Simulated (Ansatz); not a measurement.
All-electron LAPW in Ansatz 0.2.0 under PBE, scalar-relativistic, energies extrapolated to zero smearing. Slabs are 1×1 cells cut from bulk crystals relaxed on PAW files, with atoms then relaxed, 16 to 20 Å of vacuum, a dipole correction, k spacings of 0.16 to 0.26 Å⁻¹ and smearing of 0.02 to 0.1 eV, without spin–orbit coupling; Cr, Mn, Fe, Co, Ni, Eu and Gd start ferromagnetic, the others run without spin. The bulk type named needn't be the stable one, and no reconstruction is allowed.

```json
{"slab": "rocksalt TiC (100), 4 layers", "area (Å²)": "9.39", "γ (J/m²)": "1.66", "Φ (eV)": "4.44", "Δd12 (%)": "-0.6"}
{"slab": "fcc Sb (111), 5 layers", "area (Å²)": "9.95", "γ (J/m²)": "0.22", "Φ (eV)": "4.13", "Δd12 (%)": "-7.0"}
{"slab": "bcc Ta (110), 5 layers", "area (Å²)": "7.79", "γ (J/m²)": "2.37", "Φ (eV)": "4.73", "Δd12 (%)": "-4.4"}
{"slab": "hcp Mg (10-10), 4 layers", "area (Å²)": "16.58", "γ (J/m²)": "?", "Φ (eV)": "3.73", "Δd12 (%)": "-34.2"}
{"slab": "diamond Ge (100), 4 layers", "area (Å²)": "16.59", "γ (J/m²)": "?", "Φ (eV)": "4.89", "Δd12 (%)": "-1.9"}
{"slab": "hcp Co (0001), 6 layers", "area (Å²)": "5.38", "γ (J/m²)": "2.14", "Φ (eV)": "4.96", "Δd12 (%)": "-3.0"}
{"slab": "fcc Sb (100), 4 layers", "area (Å²)": "11.48", "γ (J/m²)": "0.24", "Φ (eV)": "4.15", "Δd12 (%)": "-18.0"}
```

(1) Fill in "γ (J/m²)" for the row "diamond Ge (100), 4 layers".

(2) What belongs in the row "hcp Mg (10-10), 4 layers", column "γ (J/m²)"?

## Answers

(1) 1.27.

(2) 0.60.
